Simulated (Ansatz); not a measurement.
## Where the states of TiO₂ lie

```cif
data_structure
_symmetry_space_group_name_H-M 'P 1'
_symmetry_Int_Tables_number 1
_cell_length_a 3.4153
_cell_length_b 3.4153
_cell_length_c 3.4153
_cell_angle_alpha 60.000
_cell_angle_beta 60.000
_cell_angle_gamma 60.000
_cell_volume 28.17
loop_
_atom_site_label
_atom_site_type_symbol
_atom_site_fract_x
_atom_site_fract_y
_atom_site_fract_z
_atom_site_occupancy
Ti1 Ti 0.00000 0.00000 0.00000 1
O1 O 0.25000 0.25000 0.25000 1
O2 O 0.75000 0.75000 0.75000 1
```

The runs use the primitive cell with vectors (0.000, 2.415, 2.415), (2.415, 0.000, 2.415), (2.415, 2.415, 0.000) Å, to which the k mesh refers.

The cell was built from the fluorite type and relaxed in the same program, and has space group Fm-3m; it needn't be a known or the stable phase.

All numbers below come from DFT, PBE, all-electron LAPW, scalar-relativistic in Ansatz 0.2.0.

The runs use a Γ-centred 11×11×11 k mesh, Fermi–Dirac smearing of 0.05 eV, basis error target 1 meV/atom, no spin polarisation.

States per eV and cell, averaged over 0.6 eV, from -7.0 to 2.4 eV, with energies (bin centres) from the valence-band top; empty bins are left out. The partial columns, the largest 3 alone, are projections on Löwdin-orthogonalised atomic shells (those that the program's projection atoms carry: the occupied ones and, for some elements, an empty d or f shell; other empty shells have no column), summed over atoms of an element. Weights on diffuse s and p shells depend on that basis and aren't pure angular character.

```
E (eV)  total  O 2p  Ti 3d  Ti 4s
  -6.8   0.20  0.14   0.04   0.01
  -6.2   0.84  0.63   0.16   0.03
  -5.6   2.47  1.81   0.60   0.02
  -5.0   2.87  2.23   0.54   0.05
  -4.4   1.95  1.56   0.31   0.03
  -3.8   1.65  1.34   0.21   0.04
  -3.2   1.39  1.12   0.20   0.02
  -2.6   1.95  1.61   0.27   0.01
  -2.0   3.16  2.56   0.53   0.02
  -1.4   2.17  1.86   0.26   0.01
  -0.8   1.02  0.92   0.08   0.00
  -0.2   0.33  0.32   0.01   0.00
   1.0   0.02  0.00   0.02   0.00
   1.6   4.05  0.18   3.83   0.01
   2.2   2.59  0.40   2.13   0.03
```

Q: Which of the resolved shells contributes most in the top eV of the valence band?

A: O 2p, with 92 % of all states there; Ti 3d follows with 6 %.

Q: Where is the centre of the filled Ti 3d states between -13 eV and the top of the filled states?

A: -3.86 eV from the valence-band top.
